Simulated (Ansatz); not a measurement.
Ir:

```
Ir
1.0
     2.75138    0.00000    0.00000
    -1.37569    2.38276    0.00000
     0.00000    0.00000    4.46229
Ir
2
Direct
  0.33333 0.66667 0.25000
  0.66667 0.33333 0.75000
```

This isn't the form of Ir at room conditions, which is fcc.

Base run:

```yaml
Program: Ansatz 0.2.0
Functional: r2SCAN
Potentials_or_basis: Ansatz PAW
Cutoff: 500 eV
Density_cutoff: 2000 eV
k_mesh: 8 × 8 × 5
Occupations: fermi-dirac, width 0.05 eV
Spin: spin-orbit coupling, no magnetisation
```

Its results: band gap on the k mesh none (metal or under the smearing width); pressure -7.3 GPa.

**Question.** The run is repeated on the same cell with these changes: functional from r2SCAN to PBEsol; cutoff from 500 eV to 420 eV; density cutoff from 2000 eV to 1680 eV. What comes out?

**Answer.** Band gap on the k mesh none (metal or under the smearing width); pressure -11.0 GPa.

Caveats: the PAW data sets come from PBE, with cores solved anew for the run's functional, which leaves a small shift of forces and pressure.

Not every run made on this cell is shown here.
